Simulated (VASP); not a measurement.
# CaF in VASP: settings compared

The runs below take CaF through work function, band structure, with PBE, PBEsol.

All numbers are computed with VASP 6.6.1; they aren't measurements. Logs are shortened: lines on timing, memory, paths and dates and some standing lists are left out, and cuts for length are marked.

## Step 1: The structure

The cell holds a sheet with vacuum, 2 atoms: a = 3.725 Å, b = 3.725 Å, c = 25.528 Å, α = 90.00°, β = 90.00°, γ = 120.00°.

The cell was built by a generator and needn't be a form met in nature.

## Step 2: Work function, PBE

Input file INCAR:

```
SYSTEM = CaF
PREC = Accurate ; ENCUT = 520
EDIFF = 1E-6 ; ISMEAR = 0
SIGMA = 0.05 ; LREAL = .False.
LASPH = .True. ; NELM = 60
ALGO = Normal ; ISIF = 2
LWAVE = .False. ; LCHARG = .True.
LDIPOL = .True. ; IDIPOL = 3
DIPOL = 0.5 0.5 0.294 ; GGA = PE
LELF = .True. ; LVHAR = .True.
LVACPOTAV = .True.
```

Input file KPOINTS:

```
Automatic mesh
0
Gamma
  8 8 1
  0 0 0
```

Input file POSCAR:

```
CaF
1.0
    3.7249700000      0.0000000000      0.0000000000
   -1.8624800000      3.2259200000      0.0000000000
    0.0000000000      0.0000000000     25.5276600000
Ca F
1 1
Direct
    0.6666700000      0.3333300000      0.3107600000
    0.0000000000      0.0000000000      0.2768400000
```

Potentials or basis: VASP PAW PBE potentials, release 64 (Ca_sv, F).

Launch:

```sh
> cat potpaw_PBE.64/Ca_sv/POTCAR potpaw_PBE.64/F/POTCAR > POTCAR
> mpirun -np 1 vasp_std > vasp.out
```

OUTCAR:

```text
SYSTEM = CaF
   PREC = Accurate
   ENCUT = 520
   EDIFF = 1E-6
   ISMEAR = 0
   LREAL = .False.
   LASPH = .True.
   NELM = 60
   ISIF = 2
   GGA = PE

 ion  position               nearest neighbor table
   1  0.667  0.333  0.311-   2 2.32   2 2.32   2 2.32
   2  0.000  0.000  0.277-   1 2.32   1 2.32   1 2.32

  LATTYP: Found a hexagonal cell.
 ALAT       =     3.7249700000
 C/A-ratio  =     6.8531182801

  Lattice vectors:

 A1 = (   3.7249700000,   0.0000000000,   0.0000000000)
 A2 = (  -1.8624800000,   3.2259200000,   0.0000000000)
 A3 = (   0.0000000000,   0.0000000000,  25.5276600000)

Analysis of symmetry for initial positions (statically):
=====================================================================
 Subroutine PRICEL returns:
 Original cell was already a primitive cell.

 Routine SETGRP: Setting up the symmetry group for a
 hexagonal supercell.

 Subroutine GETGRP returns: Found  2 space group operations
 (whereof  2 operations were pure point group operations)
 out of a pool of 24 trial point group operations.

The static configuration has the point symmetry C_1h.

Analysis of symmetry for dynamics (positions and initial velocities):
=====================================================================
 Subroutine PRICEL returns:
 Original cell was already a primitive cell.

 Routine SETGRP: Setting up the symmetry group for a
 hexagonal supercell.

 Subroutine GETGRP returns: Found  2 space group operations
 (whereof  2 operations were pure point group operations)
 out of a pool of 24 trial point group operations.

The dynamic configuration has the point symmetry C_1h.

 Subroutine INISYM returns: Found  2 space group operations
 (whereof  2 operations are pure point group operations),
 and found     1 'primitive' translations

----------------------------------------------------------------------------------------

                                     Primitive cell

  volume of cell :     306.7520

  direct lattice vectors                    reciprocal lattice vectors
     3.724970000  0.000000000  0.000000000     0.268458538  0.154994128  0.000000000
    -1.862480000  3.225920000  0.000000000     0.000000000  0.309989088  0.000000000
     0.000000000  0.000000000 25.527660000     0.000000000  0.000000000  0.039173195

  length of vectors
     3.724970000  3.724968671 25.527660000     0.309988978  0.309989088  0.039173195

  position of ions in fractional coordinates (direct lattice)
     0.666670000  0.333330000  0.310760000
     0.000000000  0.000000000  0.276840000

  ion indices of the primitive-cell ions
   primitive index   ion index
                 1           1
                 2           2

----------------------------------------------------------------------------------------

 KPOINTS: Automatic mesh

Automatic generation of k-mesh.
 Grid dimensions read from file:
 generate k-points for:    8    8    1

 Generating k-lattice:

  Cartesian coordinates                     Fractional coordinates (reciprocal lattice)
     0.033557317  0.019374266  0.000000000     0.125000000  0.000000000  0.000000000
     0.000000000  0.038748636  0.000000000     0.000000000  0.125000000  0.000000000
     0.000000000  0.000000000  0.039173195     0.000000000  0.000000000  1.000000000

  Length of vectors
     0.038748622  0.038748636  0.039173195

  Shift w.r.t. Gamma in fractional coordinates (k-lattice)
     0.000000000  0.000000000  0.000000000

 Subroutine IBZKPT returns following result:
 ===========================================

 Found     21 irreducible k-points:

 Following reciprocal coordinates:
            Coordinates               Weight
  0.000000  0.000000  0.000000      1.000000
  0.125000  0.000000  0.000000      4.000000
 -0.125000  0.125000  0.000000      2.000000
  0.250000  0.000000  0.000000      4.000000
 -0.250000  0.250000  0.000000      2.000000
  0.375000  0.000000  0.000000      4.000000
[... 13 lines left out ...]
  0.375000  0.250000  0.000000      4.000000
  0.375000  0.375000  0.000000      2.000000
   k-points           NKPTS =     21   k-points in BZ     NKDIM =     21   number of bands    NBANDS=     12
   number of dos      NEDOS =    301   number of ions     NIONS =      2
   total plane-waves  NPLWV = 150528
   dimension x,y,z NGX =    28 NGY =   28 NGZ =  192
   dimension x,y,z NGXF=    56 NGYF=   56 NGZF=  384
   ions per type =               1   1
   NGX,Y,Z   is equivalent  to a cutoff of  12.50, 12.50, 12.50 a.u.
   NGXF,Y,Z  is equivalent  to a cutoff of  24.99, 24.99, 25.01 a.u.
 SYSTEM =  CaF
   PREC   = accura    normal or accurate (medium, high low for compatibility)
   ISTART =      0    job   : 0-new  1-cont  2-samecut
   ICHARG =      2    charge: 1-file 2-atom 10-const
   ISPIN  =      1    spin polarized calculation?
   LNONCOLLINEAR =      F non collinear calculations
   LSORBIT =      F    spin-orbit coupling
   LASPH  =      T    aspherical Exc in radial PAW
   ENCUT  =  520.0 eV  38.22 Ry    6.18 a.u.   6.93  6.93 47.46*2*pi/ulx,y,z
   NELM   =     60;   NELMIN=  2; NELMDL= -5     # of ELM steps
   EDIFF  = 0.1E-05   stopping-criterion for ELM
   LREAL  =      F    real-space projection
   EDIFFG = 0.1E-04   stopping-criterion for IOM
   NSW    =      0    number of steps for IOM
   IBRION =     -1    ionic relax: 0-MD 1-quasi-New 2-CG
   NFREE  =      0    steps in history (QN), initial steepest desc. (CG)
   ISIF   =      2    stress and relaxation
   ISYM   =      2    0-nonsym 1-usesym 2-fastsym
   POTIM  = 0.5000    time-step for ionic-motion
   TEBEG  =    0.0;   TEEND  =   0.0 temperature during run
   PSTRESS=    0.0 pullay stress
   NELECT =      17.0000    total number of electrons
   NUPDOWN=      -1.0000    fix difference up-down
   EMIN   =  10.00;   EMAX   =-10.00  energy-range for DOS
   EFERMI =   0.00;   METHOD = LEGACY
   ISMEAR =     0;   SIGMA  =   0.05  broadening in eV -4-tet -1-fermi 0-gaus
   EFERMI_NEDOS =   21; number of points for ismear=-14 and -15
   IALGO  =     38    algorithm
   IMIX   =      4    mixing-type and parameters
     AMIX     =   0.40;   BMIX     =  1.00
     AMIX_MAG =   1.60;   BMIX_MAG =  1.00
  volume/ion in A,a.u.               =     153.38      1035.03
  Fermi-wavevector in a.u.,A,eV,Ry     =   0.624159  1.179490  5.300485  0.389575
  Thomas-Fermi vector in A             =   1.684619
   LORBIT       =      0    0 simple, 1 ext, 2 COOP (PROOUT), +10 PAW based schemes
   GGA     = PE    functional components
   LHFCALC =     F    Hartree Fock is set to
   AEXX    =    0.0000 exact exchange contribution
   IVDW    =     0    specifies the selected vdW correction
   LEPSILON=     F    determine dielectric tensor
   LRPA    =     F    only Hartree local field effects (RPA)
 non-spin polarized calculation
 Gauss-broadening in eV      SIGMA  =   0.05
  energy-cutoff  :      520.00
  volume of cell :      306.75
 maximum number of plane-waves:      8291
   NGX = 13   NGY = 13   NGZ = 95

 dipolmoment           0.000000      0.000000     -0.012584 electrons x Angstroem

 number of electron      17.0000005 magnetization

 dipolmoment           0.000000      0.000000      0.101244 electrons x Angstroem

 Free energy of the ion-electron system (eV)
  ---------------------------------------------------
  ext. energy  EPLUGINS =         0.00000000
  ---------------------------------------------------
  free energy    TOTEN  =        -8.63500980 eV

  energy without entropy =       -8.63335351  energy(sigma->0) =       -8.63418165

 E-fermi :  -2.0141     XC(G=0):  -1.7772

 val. band max:       -2.2139622636   @ k =   0.2500   0.1250   0.0000
 cond. band min:      -1.9798825341   @ k =  -0.3750   0.3750   0.0000
 fundamental gap:      0.2340797295
 Fermi energy:        -2.0140730388

 k-point     1 :       0.0000    0.0000    0.0000
  band No.  band energies     occupation
      1     -44.9559      2.00000
      2     -27.9093      2.00000
      3     -25.8485      2.00000
      4     -25.8484      2.00000
      5     -25.7893      2.00000
      6      -9.5015      2.00000
      7      -9.5015      2.00000
      8      -9.3593      2.00000
      9      -3.6385      2.00000
     10      -1.0328      0.00000
     11      -0.4139      0.00000
     12       0.3890      0.00000

 k-point     2 :       0.1250    0.0000    0.0000
  band No.  band energies     occupation
      1     -44.9524      2.00000
      2     -27.9482      2.00000
      3     -25.9198      2.00000
      4     -25.8563      2.00000
      5     -25.6935      2.00000
      6      -9.5509      2.00000
      7      -9.4812      2.00000
      8      -9.3181      2.00000
      9      -3.3708      2.00000
     10      -0.9006      0.00000
     11      -0.4390      0.00000
     12       0.3270      0.00000

 k-point     3 :      -0.1250    0.1250    0.0000
  band No.  band energies     occupation
      1     -44.9524      2.00000
      2     -27.9482      2.00000
      3     -25.9198      2.00000
      4     -25.8563      2.00000
      5     -25.6935      2.00000
      6      -9.5509      2.00000
      7      -9.4812      2.00000
      8      -9.3181      2.00000
      9      -3.3708      2.00000
     10      -0.9006      0.00000
     11      -0.4390      0.00000
     12       0.3273      0.00000
[... 241 lines left out ...]
 k-point    20 :       0.3750    0.2500    0.0000
  band No.  band energies     occupation
      1     -44.9291      2.00000
      2     -28.1810      2.00000
      3     -25.9780      2.00000
      4     -25.9586      2.00000
      5     -25.4485      2.00000
      6      -9.5949      2.00000
      7      -9.4627      2.00000
      8      -9.0936      2.00000
      9      -1.7172      0.00000
     10      -0.6903      0.00000
     11      -0.0146      0.00000
     12       0.1715      0.00000

 k-point    21 :       0.3750    0.3750    0.0000
  band No.  band energies     occupation
      1     -44.9291      2.00000
      2     -28.1810      2.00000
      3     -25.9780      2.00000
      4     -25.9586      2.00000
      5     -25.4485      2.00000
      6      -9.5949      2.00000
      7      -9.4627      2.00000
      8      -9.0936      2.00000
      9      -1.7173      0.00000
     10      -0.6903      0.00000
     11      -0.0146      0.00000
     12       0.1715      0.00000

------------------------ aborting loop because EDIFF is reached ----------------------------------------

  FORCE on cell =-STRESS in cart. coord.  units (eV):
  Direction    XX          YY          ZZ          XY          YZ          ZX
  --------------------------------------------------------------------------------------
  -------------------------------------------------------------------------------------
  Total        0.0470423      0.0469689     -0.0181851     -0.0000635      0.0000144     -0.0000250
  in kB        0.2457036      0.2453204     -0.0949817     -0.0003316      0.0000753     -0.0001305
  external PRESSURE =       0.1320141 kB  Pullay stress =       0.0000000 kB

 VOLUME and BASIS-vectors are now :
 -----------------------------------------------------------------------------
  energy-cutoff  :      520.00
  volume of cell :      306.75
      direct lattice vectors                 reciprocal lattice vectors
     3.724970000  0.000000000  0.000000000     0.268458538  0.154994128  0.000000000
    -1.862480000  3.225920000  0.000000000     0.000000000  0.309989088  0.000000000
     0.000000000  0.000000000 25.527660000     0.000000000  0.000000000  0.039173195

 POSITION                                       TOTAL-FORCE (eV/Angst)
 -----------------------------------------------------------------------------------
      1.86251      1.07530      7.93298        -0.000028      0.000016      0.032889
      0.00000      0.00000      7.06708         0.000028     -0.000016     -0.032889
 -----------------------------------------------------------------------------------
    total drift:                                0.000009      0.000024      0.001625

  FREE ENERGIE OF THE ION-ELECTRON SYSTEM (eV)
  ---------------------------------------------------
  free  energy   TOTEN  =        -8.6350098010 eV

  energy  without entropy=       -8.6333535069  energy(sigma->0) =       -8.63418165

 vacuum level on the upper side and lower side of the slab         1.790         0.265
```

It took 85 s on 1 thread of Intel Xeon Platinum 8559C (Emerald Rapids), shared host; peak memory 0.43 GiB.

What came out:

```yaml
Free_energy: -8.6350 eV
Largest_force: 0.033 eV/Å
Band_gap_on_the_k_mesh: none (metal or under the smearing width)
Work_function_of_the_upper_face: 3.80 eV
Work_function_of_the_lower_face: 2.28 eV
```

Forces on the atoms (eV/Å):
```
Ca   0.000  0.000  0.033
F    0.000  0.000 -0.033
```

Levels at points of the mesh, in eV from the Fermi level:
```tsv
k point	band 5	band 6	band 7	band 8	band 9	band 10	band 11	band 12
(0.00, 0.00, 0.00)	-23.78	-7.49	-7.49	-7.35	-1.62	0.98	1.60	2.40
(0.50, 0.00, 0.00)	-23.50	-7.71	-7.36	-7.08	0.33	1.06	1.90	2.87
(0.50, 0.50, 0.00)	-23.50	-7.71	-7.36	-7.08	0.33	1.06	1.90	2.87
```

Caveat: an odd number of electrons without spin polarisation forces a metal; a magnetic or distorted state may lie lower.

## Step 3: Band structure, PBEsol

Input file run.py:

```python
from ase.calculators.vasp import Vasp
from ase.dft.bandgap import bandgap
from ase.io import read

atoms = read('POSCAR')
calc = Vasp(
    directory='calc',
    xc='pbesol',
    pp='PBE',
    setups={'base': 'minimal', 'Ca': '_sv', 'F': '_h'},
    prec='Accurate',
    encut=900,
    ediff=1e-06,
    ismear=0,
    sigma=0.1,
    lreal=False,
    lasph=True,
    nelm=100,
    algo='Normal',
    isif=2,
    lwave=False,
    lcharg=True,
    ldipol=True,
    idipol=3,
    dipol=[0.5, 0.5, 0.294],
    kpts=[8, 8, 1],
    gamma=True,
)
atoms.calc = calc

print('energy (eV):', atoms.get_potential_energy())
print('free energy (eV):', atoms.get_potential_energy(force_consistent=True))
efermi = calc.get_fermi_level()
print('Fermi level (eV):', efermi)
path = atoms.cell.bandpath(npoints=40, eps=1e-4)
print('path:', path.path)
calc.set(kpts=path.kpts, reciprocal=True, icharg=11, isym=0, lcharg=False)
calc.calculate(atoms)
print('gap on the path (eV):', bandgap(calc, efermi=efermi)[0])
print('direct gap on the path (eV):', bandgap(calc, efermi=efermi, direct=True)[0])
```

POSCAR is that of step 2.

Potentials or basis: VASP PAW PBE potentials, release 64 (Ca_sv, F_h).

Launch:

```sh
> python run.py
```

What it wrote:

```text
energy (eV): -8.94032387
free energy (eV): -8.94237037
Fermi level (eV): -2.04307233
path: GMKGALHA,LM,KH
gap on the path (eV): 0.0
direct gap on the path (eV): 0.0
```

OUTCAR:

```text
ENCUT = 900.000000
   EDIFF = 1.00e-06
   GGA = PS
   PREC = Accurate
   ICHARG = 11
   ISIF = 2
   ISMEAR = 0
[... 530 lines left out ...]
      1.86251      1.07530      7.93298         0.548922      0.176815     -0.322764
      0.00000      0.00000      7.06708        -0.548922     -0.176815      0.322764
 -----------------------------------------------------------------------------------
    total drift:                               -0.031531     -0.009488     -0.042487

  FREE ENERGIE OF THE ION-ELECTRON SYSTEM (eV)
  ---------------------------------------------------
  free  energy   TOTEN  =        -9.3445482927 eV

  energy  without entropy=       -9.3420829129  energy(sigma->0) =       -9.34331560

 vacuum level on the upper side and lower side of the slab         1.797         0.275
```

INCAR:

```text
ENCUT = 900.000000
SIGMA = 0.100000
EDIFF = 1.00e-06
ALGO = Normal
GGA = PS
PREC = Accurate
ICHARG = 11
IDIPOL = 3
ISIF = 2
ISMEAR = 0
ISYM = 0
NELM = 100
DIPOL = 0.5 0.5 0.294
LASPH = .TRUE.
LCHARG = .FALSE.
LDIPOL = .TRUE.
LWAVE = .FALSE.
LREAL = .FALSE.
```

It took 5.9 min on 1 thread of Intel Xeon Platinum 8559C (Emerald Rapids), shared host; peak memory 0.87 GiB.

What came out:

| Item | Value |
| --- | --- |
| Band gap along the path | none (metal or under the smearing width) |

Levels at the corners of the path, in eV from the Fermi level:
| point | band 6 | band 7 | band 8 | band 9 | band 10 | band 11 | band 12 |
| --- | --- | --- | --- | --- | --- | --- | --- |
| Γ | -7.47 | -7.47 | -7.33 | -1.60 | 1.06 | 1.66 | 2.44 |
| M | -7.70 | -7.33 | -7.06 | 0.36 | 1.07 | 1.95 | 2.99 |
| K | -7.52 | -7.46 | -7.06 | 0.31 | 1.44 | 2.07 | 2.10 |
| Γ | -7.47 | -7.47 | -7.33 | -1.60 | 1.06 | 1.66 | 2.43 |
| A | -7.47 | -7.47 | -7.33 | -1.60 | 1.05 | 1.66 | 2.45 |
| L | -7.70 | -7.33 | -7.06 | 0.36 | 1.07 | 1.95 | 2.91 |
| H | -7.52 | -7.46 | -7.06 | 0.31 | 1.44 | 2.07 | 2.10 |
| A | -7.47 | -7.47 | -7.33 | -1.60 | 1.05 | 1.66 | 2.45 |
| L | -7.70 | -7.33 | -7.06 | 0.36 | 1.07 | 1.95 | 3.05 |
| M | -7.70 | -7.33 | -7.06 | 0.36 | 1.07 | 1.95 | 2.98 |
| K | -7.52 | -7.46 | -7.06 | 0.31 | 1.44 | 2.07 | 2.10 |
| H | -7.52 | -7.46 | -7.06 | 0.31 | 1.44 | 2.07 | 2.10 |

Caveat: the cutoff is under 1.25 times the usual one of these potentials, so pressure, stress and relaxed cells hold a basis-set (Pulay) error; the log is that of the step along the path at fixed density, whose energy, stress, charges and moments have no meaning; the PAW data sets were made with another functional, which shifts forces and pressure a little; an odd number of electrons without spin polarisation forces a metal; a magnetic or distorted state may lie lower.
